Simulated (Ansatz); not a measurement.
# Li(100) with 4 layers of random Li-Mg, 2x2: scattering by chemical disorder, part 2 of 2

Aim: the residual resistivity of a random alloy, from Li(100) with 4 layers of random Li-Mg, 2x2 and longer regions.

Ansatz 0.2.0; Ansatz plane-wave DFT, PBE, PAW files; ballistic transport by layer matching (Landauer), zero bias; PAW set soft_1.

So far. Step 3 (With 8 alloy layers): Over the solved energies the transmission per spin lies between 3.65 and 3.77, out of 4.77 channels of the lead on average (up to 4.92).

## 4. With 12 alloy layers

In 12 layers a share of 0.25 of the sites is given to Mg at random. A fresh draw is used; the growth of the resistance with length is what counts.

System of this step: Li(100) with 12 layers of random Li-Mg, 2x2. The cell holds 88 atoms: 76 Li and 12 Mg. Cell: a = 7.020 Å, b = 7.020 Å, c = 38.610 Å, α = 90.0°, β = 90.0°, γ = 90.0°. It derives from Li. Regions: lead, 40 atoms (40 Li); scattering region, 48 atoms (36 Li and 12 Mg). The structure is stacked along c, and the current runs across the ab planes.

Contents of input.yaml:

```yaml
crystal:
  lattice:
    - [7.02, 0.0, 0.0]
    - [0.0, 7.02, 0.0]
    - [0.0, 0.0, 38.61]
  atoms:
    - { symbol: Li, position: [0.0, 0.0, 0.0227272727] }
    - { symbol: Li, position: [0.0, 0.5, 0.0227272727] }
    - { symbol: Li, position: [0.5, 0.0, 0.0227272727] }
    - { symbol: Li, position: [0.5, 0.5, 0.0227272727] }
    - { symbol: Li, position: [0.25, 0.25, 0.0681818182] }
    - { symbol: Li, position: [0.25, 0.75, 0.0681818182] }
    - { symbol: Li, position: [0.75, 0.25, 0.0681818182] }
    - { symbol: Li, position: [0.75, 0.75, 0.0681818182] }
    - { symbol: Li, position: [0.0, 0.0, 0.1136363636] }
    - { symbol: Li, position: [0.0, 0.5, 0.1136363636] }
    - { symbol: Li, position: [0.5, 0.0, 0.1136363636] }
    - { symbol: Li, position: [0.5, 0.5, 0.1136363636] }
    - { symbol: Li, position: [0.25, 0.25, 0.1590909091] }
    - { symbol: Li, position: [0.25, 0.75, 0.1590909091] }
    - { symbol: Li, position: [0.75, 0.25, 0.1590909091] }
    - { symbol: Li, position: [0.75, 0.75, 0.1590909091] }
    - { symbol: Li, position: [0.0, 0.0, 0.2045454545] }
    - { symbol: Li, position: [0.0, 0.5, 0.2045454545] }
    - { symbol: Li, position: [0.5, 0.0, 0.2045454545] }
    - { symbol: Li, position: [0.5, 0.5, 0.2045454545] }
    - { symbol: Li, position: [0.25, 0.25, 0.25] }
    - { symbol: Li, position: [0.25, 0.75, 0.25] }
    - { symbol: Li, position: [0.75, 0.25, 0.25] }
    - { symbol: Li, position: [0.75, 0.75, 0.25] }
    - { symbol: Li, position: [0.0, 0.0, 0.2954545455] }
    - { symbol: Li, position: [0.0, 0.5, 0.2954545455] }
    - { symbol: Mg, position: [0.5, 0.0, 0.2954545455] }
    - { symbol: Li, position: [0.5, 0.5, 0.2954545455] }
    - { symbol: Mg, position: [0.25, 0.25, 0.3409090909] }
    - { symbol: Mg, position: [0.25, 0.75, 0.3409090909] }
    - { symbol: Li, position: [0.75, 0.25, 0.3409090909] }
    - { symbol: Li, position: [0.75, 0.75, 0.3409090909] }
    - { symbol: Li, position: [0.0, 0.0, 0.3863636364] }
    - { symbol: Mg, position: [0.0, 0.5, 0.3863636364] }
    - { symbol: Li, position: [0.5, 0.0, 0.3863636364] }
    - { symbol: Li, position: [0.5, 0.5, 0.3863636364] }
    - { symbol: Mg, position: [0.25, 0.25, 0.4318181818] }
    - { symbol: Li, position: [0.25, 0.75, 0.4318181818] }
    - { symbol: Mg, position: [0.75, 0.25, 0.4318181818] }
    - { symbol: Li, position: [0.75, 0.75, 0.4318181818] }
    - { symbol: Li, position: [0.0, 0.0, 0.4772727273] }
    - { symbol: Li, position: [0.0, 0.5, 0.4772727273] }
    - { symbol: Mg, position: [0.5, 0.0, 0.4772727273] }
    - { symbol: Li, position: [0.5, 0.5, 0.4772727273] }
    - { symbol: Li, position: [0.25, 0.25, 0.5227272727] }
    - { symbol: Li, position: [0.25, 0.75, 0.5227272727] }
    - { symbol: Li, position: [0.75, 0.25, 0.5227272727] }
    - { symbol: Li, position: [0.75, 0.75, 0.5227272727] }
    - { symbol: Li, position: [0.0, 0.0, 0.5681818182] }
    - { symbol: Li, position: [0.0, 0.5, 0.5681818182] }
    - { symbol: Li, position: [0.5, 0.0, 0.5681818182] }
    - { symbol: Li, position: [0.5, 0.5, 0.5681818182] }
    - { symbol: Mg, position: [0.25, 0.25, 0.6136363636] }
    - { symbol: Li, position: [0.25, 0.75, 0.6136363636] }
    - { symbol: Mg, position: [0.75, 0.25, 0.6136363636] }
    - { symbol: Li, position: [0.75, 0.75, 0.6136363636] }
    - { symbol: Li, position: [0.0, 0.0, 0.6590909091] }
    - { symbol: Mg, position: [0.0, 0.5, 0.6590909091] }
    - { symbol: Li, position: [0.5, 0.0, 0.6590909091] }
    - { symbol: Mg, position: [0.5, 0.5, 0.6590909091] }
    - { symbol: Li, position: [0.25, 0.25, 0.7045454545] }
    - { symbol: Li, position: [0.25, 0.75, 0.7045454545] }
    - { symbol: Li, position: [0.75, 0.25, 0.7045454545] }
    - { symbol: Mg, position: [0.75, 0.75, 0.7045454545] }
    - { symbol: Li, position: [0.0, 0.0, 0.75] }
    - { symbol: Li, position: [0.0, 0.5, 0.75] }
    - { symbol: Li, position: [0.5, 0.0, 0.75] }
    - { symbol: Li, position: [0.5, 0.5, 0.75] }
    - { symbol: Li, position: [0.25, 0.25, 0.7954545455] }
    - { symbol: Li, position: [0.25, 0.75, 0.7954545455] }
    - { symbol: Li, position: [0.75, 0.25, 0.7954545455] }
    - { symbol: Li, position: [0.75, 0.75, 0.7954545455] }
    - { symbol: Li, position: [0.0, 0.0, 0.8409090909] }
    - { symbol: Li, position: [0.0, 0.5, 0.8409090909] }
    - { symbol: Li, position: [0.5, 0.0, 0.8409090909] }
    - { symbol: Li, position: [0.5, 0.5, 0.8409090909] }
    - { symbol: Li, position: [0.25, 0.25, 0.8863636364] }
    - { symbol: Li, position: [0.25, 0.75, 0.8863636364] }
    - { symbol: Li, position: [0.75, 0.25, 0.8863636364] }
    - { symbol: Li, position: [0.75, 0.75, 0.8863636364] }
    - { symbol: Li, position: [0.0, 0.0, 0.9318181818] }
    - { symbol: Li, position: [0.0, 0.5, 0.9318181818] }
    - { symbol: Li, position: [0.5, 0.0, 0.9318181818] }
    - { symbol: Li, position: [0.5, 0.5, 0.9318181818] }
    - { symbol: Li, position: [0.25, 0.25, 0.9772727273] }
    - { symbol: Li, position: [0.25, 0.75, 0.9772727273] }
    - { symbol: Li, position: [0.75, 0.25, 0.9772727273] }
    - { symbol: Li, position: [0.75, 0.75, 0.9772727273] }
kpoints:
  mp_grid: { grid: [3, 3, 1] }
hamiltonian:
  xc: pbe
  pseudopotentials: { kind: paw, azcp: { folder: soft_1 } }
scf:
  occupations: { method: fermi_dirac, width: 0.1 }
output:
  transmission: { leads: [[0, 4]], kmesh: [6, 6], e_range: [-0.05, 0.05], de: 0.05 }
  write_potential: true
  write_density: true
  volumetric_format: npy
```

Command:

```console
> ansatz run input.yaml --threads 4 --pin off --max-ram 15360MiB --backend cpu --events-out ev --progress --plain --runs-dir out
```

Numbers of over 12 decimals in the logs are rounded to 6 here.

The log of the run:

```text
[...]
Crystal: 88 atoms, lattice volume = 1902.716 Å³
Basis set: ecut = 420 eV, 37253 PW (Γ)
Bands: 262, of which v1, the nominal top of the filled ones, is band 174 counted from 1 (173 counted from 0)
Symmetry: 1 space group operations
[...]
k-points: 5 of 9 (time reversal used)
[...]
SCF iter   1: F=—  HF=-38650.452757 eV  |F-HF|=—  |Δ(HF+E_count)|=         —  Δρ=1.38e-2  dr2=1.51e2  ethr=3.10e-3  ⟨swp⟩=10.8  Hψ=7518  notcnv=0  defer=63
[...]
SCF iter  11: F=-38643.422463 eV  HF=-38643.422463 eV  |F-HF|=8.23e-8  |Δ(HF+E_count)|=   2.77e-8  Δρ=3.93e-7  dr2=8.28e-8  ethr=2.87e-11  ⟨swp⟩=13.8  Hψ=5876  notcnv=0
SCF 1 converged in 11 iterations: F = -38643.422463 eV  dr2 = 8.28e-8
[...]
transmission: 108 of 1060 steps passed
transmission: 213 of 1060 steps passed
[...]
transmission: 1060 of 1060 steps passed
SCF converged after 11 iterations
Free energy (F): -38643.422463 eV
[...]
Internal energy: -38641.917328 eV  (E = F + TS)
E sigma→0 (E₀):  -38642.669896 eV
Entropy (-TS):   -1.505135 eV (-17.104 meV/atom)
Fermi energy:    1.496190 eV
[...]
--- Band table (eV; the first three rows and the last of 5) ---
  k-point 0: bands = [... 170 lower, 1.1448, 1.1609, 1.1998, 1.3424, 1.3514, 1.4003, 1.4147, 1.4463, ... 84 higher]
  k-point 1: bands = [... 170 lower, 1.3462, 1.3548, 1.4002, 1.4061, 1.4245, 1.4442, 1.4596, 1.4658, ... 84 higher]
  k-point 2: bands = [... 170 lower, 1.3380, 1.3583, 1.3708, 1.4059, 1.4291, 1.4333, 1.4433, 1.4521, ... 84 higher]
  k-point 4: bands = [... 170 lower, 1.5865, 1.5961, 1.6227, 1.6624, 1.6943, 1.7255, 1.7655, 1.8214, ... 84 higher]
--- Transmission ---
  basis      : 437 plane waves across, 53 finite elements along
  points     : 20, standing for a mesh of 6 x 6
[...]
channels       : 4.916667e0 a spin
[...]
junction   : crystal 0 to crystal 0, 0.70 to 37.55 Å
    transmission   : 3.560261e0 a spin
[...]
```

It took 9.5 min on 4 threads of Intel Xeon Platinum 8375C at 2.90GHz (Ice Lake), shared host; peak memory 8.5 GiB; 31 min of CPU time.

Numbers from this step:

```yaml
free_energy: -38643.4225 eV
energy_at_zero_smearing: -38642.6699 eV
fermi_energy: 1.496 eV
transmission_per_spin_nearest_the_fermi_level: 3.560
step_of_the_lead_s_potential: 5.5 meV
```

Per spin. Transmission, zone mean against energy, zero at the Fermi level:

```csv
energy (eV),"transmission, zone mean"
-0.0500,3.48
0.0000,3.56
0.0500,3.48
```

Over the solved energies the transmission per spin lies between 3.48 and 3.56, out of 4.84 channels of the lead on average (up to 4.92).

## 5. Resistance against length

This step: Ansatz plane-wave DFT, PBE, PAW files; ballistic transport by layer matching (Landauer), zero bias; residual resistivity from the slope of the area resistance, atoms on the host's lattice; PAW set soft_1 (Ansatz 0.2.0).

Numbers from this step:

- resistivity: 17.94 µΩ cm
- intercept: 0.1233 fΩ m²
- scatter about the fit: 0.001084 fΩ m²

Resistance, by row:

```csv
run,length (Å),T,channels N,RA (fΩ m²)
n4,7.02,4.072,4.843,0.2484
n8,14.04,3.718,4.769,0.3766
n12,21.06,3.507,4.843,0.5002
```

Table of area resistance by length of the alloy:

```csv
length of the alloy (Å),area resistance (fΩ m²)
7.02,0.248
14.04,0.377
21.06,0.500
```

The area resistance goes from 0.25 to 0.50 fΩ m² between 7.0 and 21.1 Å, a slope of 18 µΩ cm.

By hand from the end points: (0.5002 − 0.2484) fΩ m² / (21.06 − 7.02) Å = 18 µΩ cm, since 1 fΩ m² per Å is 1000 µΩ cm.

## 6. Summary of results

| Quantity | Value |
| --- | --- |
| resistivity from the slope | 17.9 µΩ cm |
| area resistance over 7.02 Å | 0.248 fΩ m² |
| area resistance over 14.0 Å | 0.377 fΩ m² |
| area resistance over 21.1 Å | 0.500 fΩ m² |

What this shows: The slope gives 18 µΩ cm. The points scatter by 0.0011 fΩ m² about the line, with one random draw a length in a 2x2 cell, so the slope is a rough value. The lead's own channel count moves between the runs (4.84, 4.77 and 4.84), which shifts RA and the slope too. Read with a model of isotropic scattering on a spherical Fermi surface and the lead's 0.76×10¹⁵ S/m², this slope means a mean free path near 61 Å; over these lengths the model's slope is 1.11 times its bulk resistivity, which would be 16 µΩ cm. The atoms sit on the host's lattice, so scattering by size misfit is left out.

[Logs are printed without paths, hosts, clocks, repeated set-up lines and the standing remarks that a program may print on its own settings, such as how far it seeks lower states.]

[Hosts, paths, dates, database ids (printed as entryN), source tags and the programs' standing remarks are cut or masked in the printed files.]
